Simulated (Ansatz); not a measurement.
# Compressing Ru

Level of theory: Ansatz 0.2.0, DFT PBE, scalar-relativistic, plane waves, PAW. (420 eV cutoff, 18×18×10 k-mesh, Gaussian smearing of 0.10 eV, no spin polarisation)

Reference structure (relaxed):

```
Ru
1.0
     2.72000    0.00000    0.00000
    -1.36000    2.35559    0.00000
     0.00000    0.00000    4.29677
Ru
2
Direct
  0.33333 0.66667 0.25000
  0.66667 0.33333 0.75000
```

Cell and atoms are relaxed at each pressure within the symmetry of the start, at zero temperature, so transitions that lower the symmetry aren't seen. The k-mesh given is that at zero pressure and may differ at others. a, b and c are the lengths of the cell vectors above.

```
P (GPa) V (Å³/atom) V/V0  a (Å) b (Å) c (Å)
     -3        13.90  1.010  2.730  2.730  4.309
      0        13.77  1.000  2.720  2.720  4.297
      3        13.64  0.991  2.711  2.711  4.285
      8        13.44  0.976  2.697  2.697  4.265
     15        13.18  0.958  2.679  2.679  4.241
     30        12.71  0.924  2.646  2.646  4.194
     60        11.99  0.871  2.593  2.593  4.118
```

What bulk modulus and pressure derivative fit these points?

A third-order Birch–Murnaghan fit gives B0 = 312 GPa and B0' = 4.7.

Which cell vector or vectors give way most up to 60 GPa?

a and b: the changes are a -4.7 %, b -4.7 %, c -4.2 %.